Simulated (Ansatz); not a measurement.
# SnO2, space group P6_3/mmc: a calculation of the elastic constants

Computed with Ansatz's Python interface.

The script, `sno2.py`:
```python
'''Elastic constants of SnO2.'''

from dataclasses import replace

import ansatz as az
import numpy as np

params = {
    'xc': 'PBEsol',
    'occupations': 'fermi_dirac',
    'smearing_width': 0.05,
    'mesh': (12, 12, 2),
}

sno2 = (
    az.Lattice.from_parameters(3.23057562, 3.23057562, 10.790562, alpha=90, beta=90, gamma=120)
    .space_group(194)
    .atom('Sn', (0.0, 0.0, 0.5))
    .atom('O', (2 / 3, 1 / 3, 0.405862))
)

base = (
    sno2.calculation()
    .functional(params['xc'])
    .occupations(params['occupations'], width=params['smearing_width'])
    .kpoints(*params['mesh'])
)
# relax, then strain
rest = base.relax(cell=True).run(threads=1, pin='off').lattice
relaxed = az.Crystal(lattice=az.Lattice.of(rest.cell_ang))
for site in rest.sites:
    relaxed = relaxed.atom(site.symbol, site.position_frac)
base = replace(base, crystal=relaxed)
print('relaxed volume {:.3f} A^3'.format(abs(np.linalg.det(rest.cell_ang))))
result = base.elastic(az.ElasticMode.CLAMPED_ION, amplitude=0.005).run(threads=1, pin='off')
elastic = result.elastic

print(np.array2string(np.round(elastic.c_gpa, 1) + 0.0, suppress_small=True))
print('Voigt stress of the unstrained cell (GPa, tension positive):', np.round(elastic.sigma0_gpa, 3) + 0.0)
print('smallest eigenvalue of C:', round(elastic.stability.min_eigenvalue_gpa, 1), 'GPa; tensor positive definite:', elastic.stability.min_eigenvalue_gpa > 0)
# averaged moduli need a positive definite tensor
if elastic.stability.min_eigenvalue_gpa > 0:
    m = elastic.moduli
    print(f'K = {m.k_hill_gpa:.1f}, G = {m.g_hill_gpa:.1f}, E = {m.youngs_gpa:.1f} GPa, Poisson ratio {m.poisson:.3f}, K/G = {m.k_hill_gpa / m.g_hill_gpa:.2f}')
```

```console
$ python sno2.py
DeckWarning: basis.ecutwfc = 420 eV, auto-derived from the records' recommended cutoffs: set by Sn (normal level)
relaxed volume 105.526 A^3
[[273.7 110.9  64.    0.    0.    0. ]
 [110.9 273.7  64.    0.    0.    0. ]
 [ 64.1  64.1  87.6   0.    0.    0. ]
 [  0.    0.    0.   71.    0.    0. ]
 [  0.    0.    0.    0.   71.    0. ]
 [  0.    0.    0.    0.    0.   81.4]]
Voigt stress of the unstrained cell (GPa, tension positive): [-0.019 -0.019 -0.043  0.     0.     0.   ]
smallest eigenvalue of C: 62.1 GPa; tensor positive definite: True
K = 103.8, G = 66.1, E = 163.5 GPa, Poisson ratio 0.237, K/G = 1.57
```
(Warnings from the package without file and line.)

Reading the output:
- A positive definite tensor excludes instabilities under uniform strain alone; phonons elsewhere in the zone can still be imaginary.
- The structure is layered, and without a dispersion term the spacing of the layers is poorly determined.
- In a crystal with a gap the Fermi level's place inside it depends on smearing and mesh.
- These are clamped-ion constants: where atoms have free coordinates under strain, the relaxed-ion ones can be far smaller or negative, so this tensor doesn't settle whether the crystal is stable.
- This cell is a computed structure, which may not be the phase found in nature.
- The constants belong to the cell that was strained; where it wasn't relaxed first it may be under stress.
- Wall time of the script: 5 min on 1 thread of Intel(R) Xeon(R) Platinum 8259CL CPU @ 2.50GHz (Skylake/Cascade Lake), with other jobs on the host, peak memory 0.66 GiB.

(A comment or docstring line of the script was reworded after the run, the code is as it ran.)
